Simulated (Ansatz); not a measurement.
**SiC: C vacancy**

These are results of DFT PBE, scalar-relativistic, plane waves, PAW (Ansatz), not measurements. (420 eV cutoff, 2×2×2 k-mesh, shifted by half a step, Gaussian smearing of 0.01 eV, collinear spin in charge +1, -1 alone)

Host crystal, relaxed:

```
Si C
1.0
     3.09412    0.00000    0.00000
    -1.54706    2.67959    0.00000
     0.00000    0.00000   10.12934
Si C
4 4
Cartesian
  1.5471 0.8932 9.4997
  0.0000 1.7864 4.4351
  0.0000 0.0000 6.9680
  0.0000 0.0000 1.9033
  1.5471 0.8932 7.5951
  0.0000 1.7864 2.5304
  0.0000 0.0000 5.0692
  0.0000 0.0000 0.0045
```

Supercell of 64 atoms, rows in host cell vectors: 1 -2 0; -3 -2 0; 0 0 -1. Atoms relax at the host's cell from a start displaced at random by 0.06 Å near the defect, so other minima may exist. The cell is small, so energies carry finite-size errors of tenths of an eV. The host's Kohn–Sham gap is 2.22 eV. Atoms are taken from and returned to the elements' standard states. Charged cells are corrected for image charges with the computed static dielectric tensor (mean 10.6) and aligned with the host's potential at far atoms (alignment terms reach 0.25 eV). No band-filling term is added, and the Fermi level counts from the host's valence band top.

Defect: C vacancy set at (0.667, 0.333, 0.750) of the host cell. In charge -2 some atom moved by up to 0.6 Å, so the relaxed defect can differ in kind from the start. Before relaxation its nearest neighbours are 3 Si at 1.89 Å, 1 Si at 1.91 Å.

| charge | E_f at the valence band top (eV) | over the neutral state (eV) | moment (μB) | largest move (Å) | atoms near the site |
| --- | --- | --- | --- | --- | --- |
| +1 | 3.22 | -1.22 | 1.00 | 0.11 | 1 Si at 1.90 Å, 1 Si at 1.92 Å, 1 Si at 1.95 Å, 1 Si at 1.97 Å |
| 0 | 4.43 | 0.00 | 0.00 | 0.22 | 1 Si at 1.79 Å, 1 Si at 1.84 Å, 2 Si at 1.87 Å, 1 C at 2.96 Å, 1 C at 2.99 Å, 1 C at 3.00 Å |
| -1 | 6.47 | 2.03 | 1.00 | 0.33 | 1 Si at 1.62 Å, 1 Si at 1.82 Å, 1 Si at 1.83 Å, 1 Si at 1.88 Å, 1 C at 2.97 Å, 1 C at 2.98 Å |
| -2 | 8.68 | 4.25 | 0.00 | 0.64 | 1 Si at 1.26 Å, 1 Si at 1.85 Å, 1 Si at 1.86 Å, 1 Si at 1.87 Å, 1 C at 2.99 Å, 1 C at 3.00 Å |

Among the charges computed the stable one is +1 at the valence band top, changing to 0 at 1.22 eV, changing to -1 at 2.03 eV, changing to -2 at 2.21 eV. Other sites of the defect weren't tried.

Cost: 5 runs of about 89 core-minutes in all, on Intel Xeon Processor @ 2.70GHz (shared hosts).